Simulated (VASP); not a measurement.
Wanted: the native input for a VASP 6.6.1 run.

```yaml
Task: relaxation of cell and atoms
Functional: r2SCAN
Potentials_or_basis: VASP PAW PBE potentials, release 64 (Sn_d, Se, Zn, Cu)
Cutoff: 600 eV
k_mesh: 5 × 5 × 5
Occupations: gaussian, width 0.05 eV
Spin: no spin polarisation
Further_INCAR_settings: ALGO = Normal; EDIFF = 1e-06; IBRION = 2; EDIFFG = -0.01; NSW = 40; ISIF = 3
```

The structure of ZnCu2SnSe4 lies in POSCAR:

```
ZnCu2SnSe4
1.0
   -2.8856370000      2.8856370000      5.7398310000
    2.8856370000     -2.8856370000      5.7398310000
    2.8856370000      2.8856370000     -5.7398310000
Sn Se Zn Cu
1 4 1 2
Direct
    0.5000000000      0.5000000000      0.0000000000
    0.3634660000      0.8897130000      0.9932200000
    0.8964930000      0.3702460000      0.0067800000
    0.1102870000      0.1035070000      0.4737530000
    0.6297540000      0.6365340000      0.5262470000
    0.7500000000      0.2500000000      0.5000000000
    0.0000000000      0.0000000000      0.0000000000
    0.2500000000      0.7500000000      0.5000000000
```

The cell comes from a database or a generator and needn't be the stable form of this composition.

One way to write it, as run:

INCAR

```
SYSTEM = ZnCu2SnSe4
PREC = Accurate
ENCUT = 600
EDIFF = 1E-6
ISMEAR = 0
SIGMA = 0.05
LREAL = .False.
LASPH = .True.
NELM = 60
ALGO = Normal
ISIF = 3
LWAVE = .False.
LCHARG = .False.
METAGGA = R2SCAN
LMIXTAU = .True.
IBRION = 2
NSW = 40
EDIFFG = -0.01
```

KPOINTS

```
Automatic mesh
0
Gamma
  5 5 5
  0 0 0
```

Potentials or basis: VASP PAW PBE potentials, release 64 (Sn_d, Se, Zn, Cu).

Command:

```console
$ cat potpaw_PBE.64/Sn_d/POTCAR potpaw_PBE.64/Se/POTCAR potpaw_PBE.64/Zn/POTCAR potpaw_PBE.64/Cu/POTCAR > POTCAR
$ mpirun -np 1 vasp_std > vasp.out
```

It gave:

* Relaxed volume: 23.13 Å³/atom
* Relaxed cell: a = 6.974 Å, b = 6.974 Å, c = 6.974 Å, α = 131.73°, β = 131.73°, γ = 70.66°
* Space group after relaxing (to 0.05 Å): I-4 (No. 82)
* Energy gained by relaxing: 5.1 meV/atom
* Ionic steps: 6
* Pressure after relaxing: 0.0 GPa
* Largest force after relaxing: 0.009 eV/Å
* Band gap on the k mesh: 0.08 eV, direct

Caveat: the PAW data sets were made with another functional, which shifts forces and pressure a little; spin-orbit coupling is left out, which moves the levels of the heavy elements.

Run time: 49 min on 1 thread of Intel(R) Xeon(R) Platinum 8559C (Emerald Rapids), with other jobs on the host, peak memory 0.63 GiB.
